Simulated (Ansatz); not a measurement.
**How far is PAW off for BaO?**

```
CELL_PARAMETERS angstrom
0.00000 2.75000 2.75000
2.75000 0.00000 2.75000
2.75000 2.75000 0.00000
ATOMIC_POSITIONS crystal
Ba 0.00000 0.00000 0.00000
O 0.50000 0.50000 0.50000
```

Atoms are numbered in the order listed.

The cell is COD entry 5910030, as deposited and not checked against the literature; nothing was relaxed. It differs from other determinations.

No spin–orbit coupling, which matters for the heavy atoms here.

All numbers are computed: DFT, LDA, PAW with Ansatz's default frozen-core files, scalar-relativistic (Ansatz 0.2.0); DFT, LDA, all-electron LAPW, scalar-relativistic (Ansatz 0.2.0).

For PAW: a Γ-centred 8×8×8 k mesh, Fermi–Dirac smearing of 0.02 eV, cutoff 420 eV, no spin polarisation; the PAW files were made with PBE, and the program remakes their frozen cores for this functional. LAPW targets a basis error of 0.5 meV/atom. The Ansatz runs share mesh, smearing and spin set-up. Plane-wave (PAW) pressures include the program's estimate of the Pulay term.

Stress and pressure are positive in compression.

Levels count from the top of the valence band.

| quantity | PAW | LAPW |
| --- | --- | --- |
| pressure (GPa) | -2.87 | -2.85 |
| band gap (eV) | 1.827 | 1.827 |
| highest filled level at K (eV) | -0.163 | -0.162 |
| lowest empty level at K (eV) | 3.253 | 3.254 |
| highest filled level at Γ (eV) | -0.530 | -0.528 |
| lowest empty level at Γ (eV) | 3.446 | 3.447 |
| highest filled level at X (eV) | 0.000 | 0.000 |
| lowest empty level at X (eV) | 1.827 | 1.827 |
